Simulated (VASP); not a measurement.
**La: relaxation of cell and atoms with PBE**

La:

```xyz
2
Lattice="3.7844 0.0000 0.0000 -1.8922 3.2774 0.0000 0.0000 0.0000 6.0709" Properties=species:S:1:pos:R:3 pbc="T T T"
La    0.0000    2.1849    1.5177
La    1.8922    1.0925    4.5532
```

This isn't the form of La at room conditions, which is double hcp.

```
Program                : VASP 6.6.1
Task                   : relaxation of cell and atoms
Functional             : PBE
Potentials or basis    : VASP PAW PBE potentials, release 64 (La)
Cutoff                 : 600 eV
k mesh                 : 12 × 12 × 6
Occupations            : methfessel-paxton, width 0.1 eV
Spin                   : no spin polarisation
Further INCAR settings : ALGO = Normal; EDIFF = 1e-07; IBRION = 2; EDIFFG = -0.005; NSW = 90; ISIF = 3
```

| Property | Result |
| --- | --- |
| Pressure after relaxing | 0.0 GPa |
| Band gap on the k mesh | none (metal or under the smearing width) |

Final structure:
```
La
1.0
     3.78440    0.00000    0.00000
    -1.89220    3.27738    0.00000
     0.00000    0.00000    6.07093
La
2
Direct
  0.33333 0.66667 0.25000
  0.66667 0.33333 0.75000
```

Levels at points of the mesh, in eV from the Fermi level:
| k point | band 9 | band 10 | band 11 | band 12 | band 13 | band 14 |
| --- | --- | --- | --- | --- | --- | --- |
| (0.00, 0.00, 0.00) | -3.18 | -1.74 | 1.12 | 1.30 | 1.30 | 1.53 |
| (0.50, 0.00, 0.00) | -1.56 | -1.14 | -1.10 | 1.14 | 1.19 | 1.32 |
| (0.00, 0.00, 0.50) | -1.86 | -1.86 | 0.60 | 0.60 | 1.34 | 1.35 |
| (0.50, 0.00, 0.50) | -1.63 | -1.63 | -0.35 | -0.35 | 1.56 | 1.56 |

Run time: 57 s on 1 thread of Intel(R) Xeon(R) 6975P-C (Granite Rapids), with other jobs on the host, peak memory 0.27 GiB.

Caveat: the relaxation stopped at its first step, so nothing moved. The run has no spin-orbit coupling, so splittings on La are missing.
